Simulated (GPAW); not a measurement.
**P K-edge XANES of InP (F-43m)**

How does the P K edge of InP (F-43m) move when the bonds are compressed or stretched?

Method: X-ray absorption from dipole matrix elements to empty bands, plane-wave PAW PBE, in GPAW 26.7.0.

The database entry behind the starting cell differs from later determinations by our own check (0.1 to 0.3 % short, probably kX units), so it need not match the best structure at ambient conditions.

## 1. Set-up

It takes space group F-43m (No. 216, cubic). Conventional cell: a = 5.861 Å, b = 5.861 Å, c = 5.861 Å, α = 90.00°, β = 90.00°, γ = 90.00°. Nearest to In lie 4 P at 2.54 Å. P has 4 In at 2.54 Å nearest. Farther neighbours are not listed.

As a file:

```cif
data_structure
_symmetry_space_group_name_H-M 'P 1'
_symmetry_Int_Tables_number 1
_cell_length_a 4.1444
_cell_length_b 4.1444
_cell_length_c 4.1444
_cell_angle_alpha 60.000
_cell_angle_beta 60.000
_cell_angle_gamma 60.000
_cell_volume 50.33
loop_
_atom_site_label
_atom_site_type_symbol
_atom_site_fract_x
_atom_site_fract_y
_atom_site_fract_z
_atom_site_occupancy
In1 In 0.00000 0.00000 0.00000 1
P2 P 0.75000 0.75000 0.75000 1
```

## 2. The field without a hole

The ground state comes first: it tells whether the system has a gap, which decides how the excited electron is treated.

scf.py reads:

```python
import numpy as np
from ase import Atoms
from ase.parallel import parprint, paropen
from gpaw import GPAW, PW, FermiDirac, Mixer, MixerDif, setup_paths
from gpaw.test import gen
setup_paths.insert(0, '.')
gen('P', name='nch1s', xcname='PBE', corehole=(1, 0, 0), write_xml=True)
from gpaw.mpi import world
world.barrier()

atoms = Atoms('InP',
    cell=[[0, 2.9305, 2.9305],
     [2.9305, 0, 2.9305],
     [2.9305, 2.9305, 0]],
    scaled_positions=[[0, 0, 0],
     [0.75, 0.75, 0.75]],
    pbc=True)
atoms.calc = calc = GPAW(legacy_gpaw=True, mode=PW(430, force_complex_dtype=True), xc='PBE', setups={1: 'nch1s'},
    kpts={'size': (7, 7, 7), 'gamma': True}, occupations=FermiDirac(0.05),
    charge=0, mixer=Mixer(0.1, 5, 50), maxiter=150,
    convergence={'density': 0.0001, 'eigenstates': 1e-6}, txt='scf.txt')
energy = atoms.get_potential_energy() + calc.get_reference_energy()
ef = calc.get_fermi_level()
out = dict(energy=energy, fermi=ef, forces=atoms.get_forces().tolist())
parprint(f'all-electron energy {energy:.4f} eV, Fermi level {ef:.4f} eV')
ev = np.array([[calc.get_eigenvalues(k, s) for k in range(len(calc.get_ibz_k_points()))] for s in range(calc.get_number_of_spins())])
out['homo'], out['lumo'], out['counts'] = ev[ev < ef].max(), ev[ev > ef].min(), sorted(set((ev < ef).sum((0, 2)).tolist()))
out['filled'] = (ev[:, 0] < ef).sum(1).tolist()
import json
with paropen('out.json', 'w') as f:
    json.dump(out, f)
```

Launch:

```
OMP_NUM_THREADS=1 mpirun -n 4 gpaw python scf.py
```

Numbers of over 12 decimals in the logs are rounded to 6 here.

The program printed:

```text
Input parameters:
  convergence: {density: 0.0001,
                eigenstates: 1e-06}
  kpts: {gamma: True,
         size: (7, 7, 7)}
  maxiter: 150
  mixer: {backend: pulay,
          beta: 0.1,
          method: separate,
          nmaxold: 5,
          weight: 50}
  mode: {ecut: 430.0,
         force_complex_dtype: True,
         name: pw}
  occupations: {fixmagmom: False,
                name: fermi-dirac,
                width: 0.05}
  setups: {1: nch1s}
  xc: PBE

Initialize ...

[... PAW data sets ...]

Reference energy: -169278.333583  # eV

Spin-paired calculation

[... convergence settings ...]
Symmetries present (total): 24
  [... symmetry matrices ...]

343 k-points: 7 x 7 x 7 Monkhorst-Pack grid
20 k-points in the irreducible part of the Brillouin zone
       k-points in crystal coordinates                weights
   0:     0.00000000    0.00000000    0.00000000          1/343
   1:     0.14285714    0.14285714    0.00000000          6/343
   2:     0.14285714    0.14285714    0.14285714          8/343
   3:     0.28571429    0.14285714    0.14285714         12/343
   4:     0.28571429    0.28571429    0.00000000          6/343
   5:     0.28571429    0.28571429    0.14285714         24/343
   6:     0.28571429    0.28571429    0.28571429          8/343
   7:     0.42857143   -0.28571429   -0.28571429         12/343
   8:     0.42857143    0.28571429   -0.42857143         48/343
   9:     0.42857143    0.28571429   -0.28571429         24/343
          ...
  19:     0.42857143    0.42857143    0.42857143          8/343

Wave functions: Plane wave expansion
  Cutoff energy: 430.000 eV
  Number of coefficients (min, max): 965, 1032
  Pulay-stress correction: 0.000000 eV/Ang^3 (de/decut=0.000000)
  Using FFTW library
  Wavefunction extrapolation:
    Improved wavefunction reuse through dual PAW basis

Occupation numbers: Fermi-Dirac:
  width: 0.0500  # eV

Eigensolver
   Davidson(niter=2)

Densities:
  Coarse grid: 20*20*20 grid
  Fine grid: 40*40*40 grid
  Total Charge: 0.000000

Density mixing:
  Method: separate
  Backend: pulay
  Linear mixing parameter: 0.1
  old densities: 5
  Width of damping distribution: 1.1
  Damping of long wavelength oscillations: 50

[... Hamiltonian set-up ...]
Number of atoms: 2
Number of atomic orbitals: 13
Number of bands in calculation: 13
Number of valence electrons: 18
Bands to converge: occupied

... initialized

Initializing position-dependent things.

Density initialized from atomic densities
Creating initial wave functions:
  13 bands from LCAO basis set

                     P

       In

Atomic positions and initial magnetic moments

Positions:
   0 In     0.000000    0.000000    0.000000    ( 0.0000,  0.0000,  0.0000)
   1 P      4.395750    4.395750    4.395750    ( 0.0000,  0.0000,  0.0000)

Unit cell:
           periodic     x           y           z      points  spacing
  1. axis:    yes    0.000000    2.930500    2.930500    20     0.1692
  2. axis:    yes    2.930500    0.000000    2.930500    20     0.1692
  3. axis:    yes    2.930500    2.930500    0.000000    20     0.1692

  Lengths:   4.144353   4.144353   4.144353
  Angles:   60.000000  60.000000  60.000000

Effective grid spacing dv^(1/3) = 0.1846

iter:   1    -8.879672
iter:   2    -8.740852   -1.96  -1.11
iter:   3    -8.530712   -1.59  -1.18
iter:   4    -8.525396   -3.35  -1.57
iter:   5    -8.528075c  -3.01  -1.65
iter:   6    -8.526120c  -3.54  -2.60
iter:   7    -8.526091c  -4.57  -2.50
iter:   8    -8.525977c  -5.17  -2.84
iter:   9    -8.525970c  -5.26  -3.06
iter:  10    -8.525969c  -6.34c -3.59
iter:  11    -8.525969c  -7.35c -4.23c

Converged after 11 iterations.

Dipole moment: (2.734948, 2.734948, 2.734948) |e|*Ang

Energy contributions relative to reference atoms: (reference = -169278.333583)

Kinetic:        +23.234157
Potential:      -21.327036
External:        +0.000000
XC:             -10.668737
Entropy (-ST):   -0.000007
Local:           +0.235651
SIC:             +0.000000
--------------------------
Free energy:     -8.525973
Extrapolated:    -8.525969

Showing only first 2 kpts
 Kpt  Band  Eigenvalues  Occupancy
  0     7      4.92147    1.99903
  0     8      4.92147    1.99903
  0     9      5.62708    0.00306
  0    10      8.98453    0.00000

  1     7      4.27475    2.00000
  1     8      4.27475    2.00000
  1     9      7.31708    0.00000
  1    10      8.21349    0.00000

Fermi level: 5.30304

Gap: 0.706 eV
Transition (v -> c):
  (s=0, k=0, n=8, [0.00, 0.00, 0.00]) -> (s=0, k=0, n=9, [0.00, 0.00, 0.00])
No difference between direct/indirect transitions

Forces in eV/Ang:
  0 In   -0.00000   -0.00000   -0.00000
  1 P     0.00000   -0.00000   -0.00000
Scalar-relativistic atomic PBE calculation for P (Phosphorus, Z=15)
Core hole in 1s state (1s occupation: 2.0)
450 radial gridpoints.
|------------------------------------------------|
|------------------------------------------------|
[... the atom generator's iteration count ...]

Energy contributions:
-------------------------
Kinetic:     +342.906436
XC:           -22.991824
Potential:   -661.790396
-------------------------
Total:       -341.875784

state      eigenvalue         ekin         rmax
-----------------------------------------------
1s^2.0 :   -76.579645   106.980195        0.068
2s^2.0 :    -6.393391    15.726762        0.419
2p^6.0 :    -4.575064    14.823216        0.354
3s^2.0 :    -0.513310     2.126100        1.575
3p^3.0 :    -0.202354     1.433676        1.835
-----------------------------------------------
(units: Bohr and Hartree)

Generating PAW setup
Kinetic energy of the core from tauc = 335.182992
Cutoffs:
rc(s)=1.800
rc(p)=1.800
rc(d)=1.800
rc(vbar)=1.620
rc(comp)=1.800
rc(nct)=1.800

Kinetic energy of the core states: 334.353209
Charge: 0.0
Core electrons: 10.0
Valence electrons: 5.0
Pseudo-core charge: 0.177519
Shape function alpha=3.086
Pseudo-electron charge 5.446445
state    eigenvalue         norm
--------------------------------
3s(2) :    -0.513310     1.123125
*s    :     0.486690
3p(3) :    -0.202354     1.007558
*p    :     0.797646
*d    :     0.000000
--------------------------------

Diagonalizing with gridspacing h=0.050

state   all-electron     PAW
-------------------------------
3s:      -0.513310    -0.513614
3p:      -0.202354    -0.202609
*d:                    0.037583
*f:                    0.071811
-------------------------------
all-electron energy -169286.8596 eV, Fermi level 5.3030 eV
```

The job ended after 4.2 s (4 MPI ranks of Arm Neoverse V1, shared host; peak memory 0.16 GiB).

The mesh shows a gap of 0.71 eV, so the hole is first treated in a charged cell, without the excited electron.

## 3. Reference energy of the supercell

The photon energy needs a difference of total energies, so the cell and mesh of the coming hole run are first run without a hole.

scf.py: that of step 2 with these lines changed.

```diff
@@ -10,11 +10,17 @@
 
-atoms = Atoms('InP',
-    cell=[[0, 2.9305, 2.9305],
-     [2.9305, 0, 2.9305],
-     [2.9305, 2.9305, 0]],
+atoms = Atoms('In4P4',
+    cell=[[0, -5.861, 0],
+     [-5.861, 0, 0],
+     [0, 0, -5.861]],
     scaled_positions=[[0, 0, 0],
-     [0.75, 0.75, 0.75]],
+     [0.5, 0, 0.5],
+     [0, 0.5, 0.5],
+     [0.5, 0.5, 0],
+     [0.25, 0.25, 0.25],
+     [0.75, 0.25, 0.75],
+     [0.25, 0.75, 0.75],
+     [0.75, 0.75, 0.25]],
     pbc=True)
-atoms.calc = calc = GPAW(legacy_gpaw=True, mode=PW(430, force_complex_dtype=True), xc='PBE', setups={1: 'nch1s'},
-    kpts={'size': (7, 7, 7), 'gamma': True}, occupations=FermiDirac(0.05),
+atoms.calc = calc = GPAW(legacy_gpaw=True, mode=PW(430, force_complex_dtype=True), xc='PBE', setups={4: 'nch1s'},
+    kpts={'size': (3, 3, 3), 'gamma': True}, occupations=FermiDirac(0.02),
     charge=0, mixer=Mixer(0.1, 5, 50), maxiter=150,
```

The program printed:

```text
Input parameters:
  convergence: {density: 0.0001,
                eigenstates: 1e-06}
  kpts: {gamma: True,
         size: (3, 3, 3)}
  maxiter: 150
  mixer: {backend: pulay,
          beta: 0.1,
          method: separate,
          nmaxold: 5,
          weight: 50}
  mode: {ecut: 430.0,
         force_complex_dtype: True,
         name: pw}
  occupations: {fixmagmom: False,
                name: fermi-dirac,
[...]
3s(2) :    -0.513310     1.123125
*s    :     0.486690
3p(3) :    -0.202354     1.007558
*p    :     0.797646
*d    :     0.000000
--------------------------------

Diagonalizing with gridspacing h=0.050

state   all-electron     PAW
-------------------------------
3s:      -0.513310    -0.513614
3p:      -0.202354    -0.202609
*d:                    0.037583
*f:                    0.071811
-------------------------------
all-electron energy -677147.3964 eV, Fermi level 5.2897 eV
[key lines of the parts left out:]
Converged after 11 iterations.
Dipole moment: (0.000059, 0.000059, 0.000059) |e|*Ang
Free energy:    -34.062839
Fermi level: 5.28970
```

Wall time 9.9 s (4 MPI ranks); peak memory 0.2 GiB.

Reference energy: -677147.396 eV with the cores included.

(Part 1 of 3 ends here.)

[Banner, clock and machine lines of the logs are left out without a mark of their own.]

[Logs are printed without paths, hosts, clocks, repeated set-up lines and the standing remarks that a program may print on its own settings, such as how far it seeks lower states.]

[Hosts, paths, dates, database ids (printed as entryN), source tags and the programs' standing remarks are cut or masked in the printed files.]

[Lists of maxima count a maximum above −3 eV only where it reaches 4 % of the highest in the window and stands out from its surroundings by 2 % of it (1.5 % where it reaches 55 %); shoulders and weaker maxima are passed over, and of the rest the first, up to two pre-edge ones and the few strongest are named.]
